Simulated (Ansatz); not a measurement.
C₄H₆O (`C=CC(C)=O`), relaxed with RKS PBE-D4/def2-SVP in Ansatz from a rough embedded geometry. The force threshold is 0.03 eV/Å; the program also tests the step.

Total charge 0; spin multiplicity 1.

Start:

```xyz
11

C    -1.414   -0.447    0.668
C    -0.394   -1.062    0.212
C     0.777   -0.372   -0.373
C     0.897    1.105   -0.395
O     1.746   -1.068   -0.752
H    -2.318   -1.008    1.095
H    -1.566    0.638    0.693
H    -0.308   -2.148    0.275
H     0.765    1.507    0.562
H     1.793    1.400   -0.893
H     0.023    1.455   -1.093
```

Question: By how much does the energy fall, and how many steps does the optimiser take? (Best estimate.)

Answer: Computed: 0.50 eV, in 5 steps.

Question: Which bonds change most? (Estimate.)

Answer: Ansatz gave: C1–C2 from 1.275 to 1.348 Å; C4–H9 from 1.046 to 1.109 Å; C4–H11 from 1.172 to 1.110 Å; C1–H6 from 1.146 to 1.101 Å.

Question: Give the relaxed structure. (Estimate.)

Answer: The calculation gave: 
```xyz
11

C    -1.472   -0.446    0.699
C    -0.379   -1.076    0.223
C     0.824   -0.414   -0.362
C     0.861    1.104   -0.443
O     1.754   -1.101   -0.770
H    -2.321   -1.009    1.117
H    -1.565    0.652    0.695
H    -0.306   -2.176    0.238
H     0.730    1.565    0.557
H     1.833    1.414   -0.868
H     0.041    1.485   -1.087
```
